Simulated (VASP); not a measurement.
# CdTe in VASP: one cell, several levels of theory, part 2 of 2

VASP 6.6.1, plane waves, PAW. Earlier steps stand in the parts before.

**3. Single point with r2SCAN**

Input file INCAR:

```
ENCUT = 520.000000
SIGMA = 0.010000
EDIFF = 1.00e-07
ALGO = Normal
METAGGA = R2SCAN
PREC = Accurate
IBRION = -1
ISIF = 2
ISMEAR = 0
NBANDS = 16
NELM = 120
NSW = 0
LASPH = .TRUE.
LCHARG = .FALSE.
LWAVE = .FALSE.
LREAL = .FALSE.
```

Input file KPOINTS:

```
KPOINTS created by Atomic Simulation Environment
0
Gamma
6 6 6
0 0 0
```

Input file KPOINTS_OPT:

```
special points
6
Reciprocal
0.0000000000 0.0000000000 0.0000000000 1
-0.5000000000 -0.5000000000 0.0000000000 1
-0.3750000000 -0.3750000000 0.2500000000 1
-0.3750000000 0.0000000000 0.3750000000 1
0.0000000000 0.0000000000 0.5000000000 1
-0.5000000000 -0.2500000000 0.2500000000 1
```

Input file POSCAR:

```
Cd Te
 1.0000000000000000
     0.0000000000000000    3.2799551162000000    3.1815564627000001
     3.2799551162000000    0.0000000000000000    3.1815564627000001
     3.2799551162000000    3.2799551162000000    0.0000000000000000
 Cd  Te
   1   1
Cartesian
  0.0000000000000000  0.0000000000000000  0.0000000000000000
  1.6399775581000000  1.6399775581000000  1.5907782313500001
```

Started as:

```bash
> mpirun -np 1 vasp_std
```

Standard output, without the iteration lines:

```text
POSCAR found type information on POSCAR CdTe
 POSCAR found :  2 types and       2 ions
 -----------------------------------------------------------------------------
|                                                                             |
|                                                                             |
|     You enforced a specific xc type in the INCAR file but a different       |
|     I HOPE YOU KNOW WHAT YOU ARE DOING!                                     |
|                                                                             |
 -----------------------------------------------------------------------------

 LDA part: xc-table for (None), standard interpolation
 POSCAR, INCAR and KPOINTS ok, starting setup
 FFT: planning ... GRIDC
 FFT: planning ... GRID_SOFT
 FFT: planning ... GRID
 WAVECAR not read
 entering main loop
 Start KPOINTS_OPT (optional k-point list driver)
k-point batch [1-6\6]
```

OSZICAR:

```text
N       E                     dE             d eps       ncg     rms          rms(c)
DAV:   1     0.561453644433E+02    0.56145E+02   -0.84243E+03   968   0.996E+02
DAV:   2    -0.474529132251E+02   -0.10360E+03   -0.98106E+02  1112   0.238E+02
DAV:   3    -0.511683315881E+02   -0.37154E+01   -0.37096E+01  1232   0.471E+01
DAV:   4    -0.511961708662E+02   -0.27839E-01   -0.27838E-01  1352   0.376E+00
DAV:   5    -0.511964550831E+02   -0.28422E-03   -0.28421E-03  1216   0.279E-01    0.546E+00
DAV:   6    -0.466454653244E+02    0.45510E+01   -0.28671E+00  1032   0.212E+01    0.681E+00
DAV:   7    -0.466167866212E+02    0.28679E-01   -0.11704E-01  1192   0.362E+00    0.451E+00
DAV:   8    -0.466269257325E+02   -0.10139E-01   -0.79005E-02  1168   0.290E+00    0.922E-01
DAV:   9    -0.466301061493E+02   -0.31804E-02   -0.63804E-03  1280   0.619E-01    0.346E-01
DAV:  10    -0.466298465274E+02    0.25962E-03   -0.18528E-03  1144   0.458E-01    0.632E-02
DAV:  11    -0.466298413609E+02    0.51665E-05   -0.95835E-05  1256   0.125E-01    0.425E-02
DAV:  12    -0.466298523813E+02   -0.11020E-04   -0.49267E-05  1184   0.870E-02    0.220E-02
DAV:  13    -0.466298493033E+02    0.30780E-05   -0.11690E-05  1160   0.402E-02    0.725E-03
DAV:  14    -0.466298494736E+02   -0.17034E-06   -0.26727E-07  1176   0.439E-03    0.506E-03
DAV:  15    -0.466298491618E+02    0.31183E-06   -0.20136E-07  1080   0.614E-03    0.220E-03
DAV:  16    -0.466298492565E+02   -0.94705E-07   -0.27678E-08   568   0.127E-03
   1 F= -.46629849E+02 E0= -.46629849E+02  d E =-.738701E-63
       N       E                     dE             ncg
DAV:   1     0.785154452289E+03   -0.26447E+04      192
DAV:   2     0.129547326682E+03   -0.65561E+03      232
DAV:   3     0.104906118365E+03   -0.24641E+02      240
DAV:   4     0.104719060260E+03   -0.18706E+00      296
DAV:   5     0.104717677622E+03   -0.13826E-02      248
DAV:   6     0.104717630691E+03   -0.46931E-04      288
DAV:   7     0.104717629080E+03   -0.16107E-05      224
DAV:   8     0.104717629017E+03   -0.63793E-07      232
```

OUTCAR, selected sections:

```text
k-points           NKPTS =     30   k-points in BZ     NKDIM =     30   number of bands    NBANDS=     16

   NELECT =      18.0000    total number of electrons

   dimension x,y,z NGX =    36 NGY =   36 NGZ =   36
   dimension x,y,z NGXF=    72 NGYF=   72 NGZF=   72

  energy-cutoff  :      520.00
  volume of cell :       68.46
      direct lattice vectors                 reciprocal lattice vectors
     0.000000000  3.279955116  3.181556463    -0.152441110  0.152441110  0.157155784
     3.279955116  0.000000000  3.181556463     0.152441110 -0.152441110  0.157155784
     3.279955116  3.279955116  0.000000000     0.152441110  0.152441110 -0.157155784

 k-points in reciprocal lattice and weights: KPOINTS created by Atomic Simulation Env
   0.00000000  0.00000000  0.00000000       0.005
   0.16666667  0.00000000  0.00000000       0.037
   0.33333333  0.00000000  0.00000000       0.037
   0.50000000  0.00000000  0.00000000       0.019
   0.16666667  0.16666667  0.00000000       0.009
   0.33333333  0.16666667  0.00000000       0.037
   0.50000000  0.16666667  0.00000000       0.037
  -0.33333333  0.16666667  0.00000000       0.037
[... 22 more k-points ...]

 E-fermi :   2.2290

 k-point     1 :       0.0000    0.0000    0.0000
  band No.  band energies     occupation
      1      -9.4418      2.00000
      2      -6.4962      2.00000
      3      -6.4962      2.00000
      4      -6.4889      2.00000
      5      -6.2162      2.00000
      6      -6.2125      2.00000
      7       2.0163      2.00000
      8       2.0163      2.00000
      9       2.1129      2.00000
     10       3.2988      0.00000
     11       7.0800      0.00000
     12       7.0912      0.00000
     13       7.0912      0.00000
     14       9.9727      0.00000
     15      11.6561      0.00000
     16      12.0485      0.00000

 k-point     2 :       0.1667    0.0000    0.0000
  band No.  band energies     occupation
      1      -9.3397      2.00000
      2      -6.4769      2.00000
      3      -6.4719      2.00000
      4      -6.4039      2.00000
      5      -6.2163      2.00000
      6      -6.2142      2.00000
      7       0.3723      2.00000
      8       1.7764      2.00000
      9       1.8662      2.00000
     10       4.3231      0.00000
     11       7.1531      0.00000
     12       7.4167      0.00000
     13       7.4662      0.00000
     14      10.8536      0.00000
     15      10.8867      0.00000
     16      11.1752      0.00000

 k-point     3 :       0.3333    0.0000    0.0000
  band No.  band energies     occupation
      1      -9.1365      2.00000
      2      -6.4438      2.00000
      3      -6.4368      2.00000
      4      -6.2144      2.00000
      5      -6.2097      2.00000
      6      -6.1053      2.00000
      7      -1.5380      2.00000
      8       1.3710      2.00000
      9       1.5012      2.00000
     10       4.3872      0.00000
     11       7.6190      0.00000
     12       7.7607      0.00000
     13       8.7410      0.00000
     14      10.5582      0.00000
     15      11.4289      0.00000
     16      11.4413      0.00000

 k-point     4 :       0.5000    0.0000    0.0000
  band No.  band energies     occupation
      1      -9.0376      2.00000
      2      -6.4308      2.00000
      3      -6.4225      2.00000
      4      -6.2091      2.00000
      5      -6.2021      2.00000
      6      -5.8447      2.00000
      7      -2.4128      2.00000
      8       1.1937      2.00000
      9       1.3417      2.00000
     10       4.2672      0.00000
     11       7.5449      0.00000
     12       7.7428      0.00000
     13       9.4704      0.00000
     14      11.2511      0.00000
     15      12.8187      0.00000
     16      13.0384      0.00000

 k-point     5 :       0.1667    0.1667    0.0000
  band No.  band energies     occupation
      1      -9.3024      2.00000
      2      -6.4569      2.00000
      3      -6.4569      2.00000
      4      -6.4002      2.00000
      5      -6.2164      2.00000
      6      -6.2072      2.00000
      7       0.4495      2.00000
      8       1.3934      2.00000
      9       1.3934      2.00000
     10       4.9372      0.00000
     11       6.1079      0.00000
     12       8.0494      0.00000
     13       8.0494      0.00000
     14       9.8190      0.00000
     15      11.8865      0.00000
     16      11.9256      0.00000

 k-point     6 :       0.3333    0.1667    0.0000
  band No.  band energies     occupation
      1      -9.1331      2.00000
      2      -6.4270      2.00000
      3      -6.4190      2.00000
      4      -6.2741      2.00000
      5      -6.1993      2.00000
      6      -6.1168      2.00000
      7      -1.0359      2.00000
      8       0.9493      2.00000
      9       0.9619      2.00000
     10       5.2450      0.00000
     11       6.4371      0.00000
     12       8.2302      0.00000
     13       8.5679      0.00000
     14      10.5070      0.00000
     15      12.2851      0.00000
     16      12.3537      0.00000

 k-point     7 :       0.5000    0.1667    0.0000
  band No.  band energies     occupation
      1      -9.0051      2.00000
      2      -6.4080      2.00000
      3      -6.4029      2.00000
      4      -6.2359      2.00000
      5      -6.1993      2.00000
      6      -5.8104      2.00000
      7      -2.1831      2.00000
      8       0.4667      2.00000
      9       0.8639      2.00000
     10       5.1432      0.00000
     11       7.1523      0.00000
     12       8.3372      0.00000
     13       8.9669      0.00000
     14      11.4264      0.00000
     15      12.7559      0.00000
     16      13.0621      0.00000

 k-point     8 :      -0.3333    0.1667    0.0000
  band No.  band energies     occupation
      1      -9.0404      2.00000
      2      -6.4176      2.00000
      3      -6.4084      2.00000
      4      -6.2179      2.00000
      5      -6.2155      2.00000
      6      -5.9125      2.00000
      7      -1.8985      2.00000
      8       0.3312      2.00000
      9       1.1654      2.00000
     10       5.2364      0.00000
     11       7.3679      0.00000
     12       8.0663      0.00000
     13       8.9085      0.00000
     14      10.9833      0.00000
     15      11.7659      0.00000
     16      12.9505      0.00000

[... the tables of k-points 9 to 30 left out ...]

  Total        0.5267860      0.5267860      0.7193841      0.0000000      0.0000000      0.0000000
  in kB       12.3293274     12.3293274     16.8370498      0.0000000      0.0000000      0.0000000
  external PRESSURE =      13.8319015 kB  Pullay stress =       0.0000000 kB

 POSITION                                       TOTAL-FORCE (eV/Angst)
 -----------------------------------------------------------------------------------
      0.00000      0.00000      0.00000         0.000000      0.000000     -0.000000
      1.63998      1.63998      1.59078        -0.000000     -0.000000      0.000000
 -----------------------------------------------------------------------------------
    total drift:                               -0.000001     -0.000001     -0.000001

  FREE ENERGIE OF THE ION-ELECTRON SYSTEM (eV)
  ---------------------------------------------------
  free  energy   TOTEN  =       -46.6298492565 eV

  energy  without entropy=      -46.6298492565  energy(sigma->0) =      -46.62984926
```

Hardware: 1 MPI rank of Intel Xeon Platinum 8488C, shared host.

The levels at the points of KPOINTS_OPT are read from vasprun.xml.

Levels at the named points, in eV from the top of band v (v: the last filled band by count, c: the next):

```
point    v−1      v     c   c+1
    Γ  -0.10   0.00  1.19  4.97
    X  -2.04  -2.04  2.75  2.76
    U  -2.65  -1.72  3.04  4.66
    K  -2.66  -1.58  3.22  4.87
    L  -0.92  -0.77  2.15  5.43
    W  -2.43  -2.28  4.51  4.82
```

The r2SCAN gap is 1.19 eV, direct at Γ. Pressure: 1.38 GPa; the forces vanish within 0.01 eV/Å.

**4. Summary**

This closing draws on all 2 parts.

```
 level  gap (eV)  pressure (GPa)  Ansatz: gap (eV)  Ansatz: pressure (GPa)
   PBE      0.69            2.43              0.69                    2.30
r2SCAN      1.19            1.38              1.19                    1.27
```

In words: The gap spans 0.69 eV (PBE) to 1.19 eV (r2SCAN). Spin-orbit coupling is left out, though the cell holds Te (Z = 52); in an element this heavy it can shift bands and gaps by tenths of an eV. At this one volume the pressure spans 1.4 GPa (r2SCAN) to 2.4 GPa (PBE): PBE wants the largest cell and r2SCAN the smallest. The two programs agree on the gap within 0.02 eV, far less than the spread between functionals. The two codes have different PAW datasets and cutoffs. VASP's cell holds 18 valence electrons and Ansatz's 36.
